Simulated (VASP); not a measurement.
Crystal: KTaO3.

```xyz
5
Lattice="3.9883 0.0000 0.0000 0.0000 3.9883 0.0000 0.0000 0.0000 3.9883" Properties=species:S:1:pos:R:3 pbc="T T T"
Ta    0.0000    0.0000    0.0000
K     1.9942    1.9942    1.9942
O     0.0000    0.0000    1.9942
O     0.0000    1.9942    0.0000
O     1.9942    0.0000    0.0000
```

Base run:

* Program: VASP 6.6.1
* Functional: r2SCAN
* Potentials or basis: VASP PAW PBE potentials, release 64 (Ta_pv, K_sv, O)
* Cutoff: 520 eV
* k mesh: 8 × 8 × 8
* Occupations: gaussian, width 0.02 eV
* Spin: no spin polarisation

Its results: band gap on the k mesh 2.60 eV, indirect (least direct gap 3.25 eV).

Question: The run is repeated on the same cell with these changes: functional from r2SCAN to PBE. What comes out?

Answer: Band gap on the k mesh 2.18 eV, indirect (least direct gap 2.80 eV).

r2SCAN gives the wider gap, since meta-GGAs in the generalised Kohn-Sham scheme recover part of the derivative discontinuity.

Caveats: spin-orbit coupling is left out, which moves the levels of the heavy elements.

Not every run made on this cell is shown here.
